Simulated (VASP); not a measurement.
Wanted: the native input for a VASP 6.6.1 run.

```
Task                   : relaxation of cell and atoms
Functional             : PBEsol
Potentials or basis    : VASP PAW PBE potentials, release 64 (Hf_pv, O)
Cutoff                 : 600 eV
k mesh                 : 4 × 4 × 4
Occupations            : gaussian, width 0.02 eV
Spin                   : no spin polarisation
Further INCAR settings : ALGO = Fast; EDIFF = 1e-07; IBRION = 2; EDIFFG = -0.005; NSW = 90; ISIF = 3
```

The structure of HfO2 lies in POSCAR:

```
HfO2
1.0
    0.0000000000      2.5160796100      2.5160796100
    2.5160796100      0.0000000000      2.5160796100
    2.5160796100      2.5160796100      0.0000000000
Hf O
1 2
Direct
    0.0000000000      0.0000000000      0.0000000000
    0.7500000000      0.7500000000      0.7500000000
    0.2500000000      0.2500000000      0.2500000000
```

Measurements of this composition are mostly on another form, of space group No. 14.

These files were run (other wordings do the same):

INCAR

```
SYSTEM = HfO2
PREC = Accurate
ENCUT = 600
EDIFF = 1E-7
ISMEAR = 0
SIGMA = 0.02
LREAL = .False.
LASPH = .True.
NELM = 60
ALGO = Fast
ISIF = 3
LWAVE = .False.
LCHARG = .False.
GGA = PS
IBRION = 2
NSW = 90
EDIFFG = -0.005
```

KPOINTS

```
regular mesh
0
Gamma
  4 4 4
  0 0 0
```

Potentials or basis: VASP PAW PBE potentials, release 64 (Hf_pv, O).

The run is started by

```bash
$ cat potpaw_PBE.64/Hf_pv/POTCAR potpaw_PBE.64/O/POTCAR > POTCAR
$ mpirun -np 1 vasp_std > vasp.out
```

Results of the run:

The relaxed volume is 10.53 Å³/atom and the relaxed cell is a = 3.549 Å, b = 3.549 Å, c = 3.549 Å, α = 60.00°, β = 60.00°, γ = 60.00°. The space group after relaxing (to 0.05 Å) is Fm-3m (No. 225) and the energy gained by relaxing is 0.6 meV/atom. The ionic steps are 3. The pressure after relaxing is 0.0 GPa. The band gap on the k mesh is 3.75 eV, direct.

Caveat: the k mesh is coarse (spacing up to 0.54 Å⁻¹), so the values aren't converged; the PAW data sets were made with another functional, which shifts forces and pressure a little; spin-orbit coupling is left out, which moves the levels of the heavy elements.

It took 12 s on 1 thread of Intel(R) Xeon(R) 6975P-C (Granite Rapids) (shared host), peak memory 0.16 GiB.
